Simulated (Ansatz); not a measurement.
Crystal: Ni.

```
CELL_PARAMETERS angstrom
2.44802 0.00000 0.00000
-1.22401 2.12005 0.00000
0.00000 0.00000 4.07281
ATOMIC_POSITIONS crystal
Ni 0.66667 0.33333 0.75000
Ni 0.33333 0.66667 0.25000
```

This isn't the form of Ni at room conditions, which is fcc.

- Program: Ansatz 0.2.0
- Task: relaxation of cell and atoms
- Functional: HSE03
- Potentials or basis: Ansatz PAW
- Cutoff: 420 eV (not typed: the program's choice for these potentials)
- k mesh: 6 × 6 × 4
- Occupations: fermi-dirac, width 0.05 eV
- Spin: collinear spin, ferromagnetic start
- Starting moments: [1.0, 1.0] μB

At the start: volume 10.57 Å³/atom.

**Question.** How do energy, volume and symmetry change on relaxing?

**Answer.** It ends after 7 steps and the volume is 10.91 Å³/atom (+3.2 %); space group P6_3/mmc (No. 194, to 0.05 Å); moment 1.53 μB per cell.

The path:
```csv
step,energy change (eV),largest force (eV/Å),volume (Å³)
1,0.0000,0.0000,21.14
2,-0.0125,0.0000,21.44
3,-0.0175,0.0000,21.79
4,-0.0175,0.0000,21.82
5,-0.0190,0.0000,21.82
6,-0.0190,0.0000,21.81
7,-0.0189,0.0000,21.81
```

Final structure:
```xyz
2
Lattice="2.4901 0.0000 0.0000 -1.2451 2.1565 0.0000 0.0000 0.0000 4.0623" Properties=species:S:1:pos:R:3 pbc="T T T"
Ni    1.2451    0.7188    3.0467
Ni    0.0000    1.4377    1.0156
```

Caveat: the k mesh is coarse (spacing up to 0.49 Å⁻¹), so the values aren't converged, least of all with exact exchange; the magnetic or orbital state may not be the lowest; the plane-wave basis is chosen anew once the cell has moved, so the energies of steps on either side of that aren't comparable; the pressure holds a Pulay correction of +0.4 GPa for the finite cutoff; the PAW data sets come from PBE, with cores solved anew for the run's functional, which leaves a small shift of forces and pressure.
